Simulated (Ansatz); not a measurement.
CoPdO2:

```
Pd Co O
1.0
     1.43169    0.82659    5.95777
    -1.43169    0.82659    5.95777
     0.00000   -1.65317    5.95777
Pd Co O
1 1 2
Direct
  0.00000 0.00000 0.00000
  0.50000 0.50000 0.50000
  0.11248 0.11248 0.11248
  0.88752 0.88752 0.88752
```

The cell is a database's computed one.

Program: Ansatz 0.2.0. Alike in all runs: task single point; level PBE; potentials or basis Ansatz PAW; spin collinear, ferromagnetic start; cell as given; k mesh 9 × 9 × 9; cutoff (eV) 420; smearing fermi-dirac 0.05 eV.

Order these runs on this cell by their pressure, lowest first.
A. fixed moment (μB) 1.5
B. fixed moment (μB) 2.0
C. fixed moment (μB) 1.0
D. fixed moment (μB) 0.5
E. fixed moment (μB) 2.5

D (0.7 GPa), C (2.9 GPa), A (5.7 GPa), B (8.9 GPa), E (11.9 GPa).

Caveats: the total moment is fixed, so each spin has its own Fermi level; a cell with one magnetic atom can't hold antiferromagnetic order, which such compounds often take; the thresholds are loose for stress.
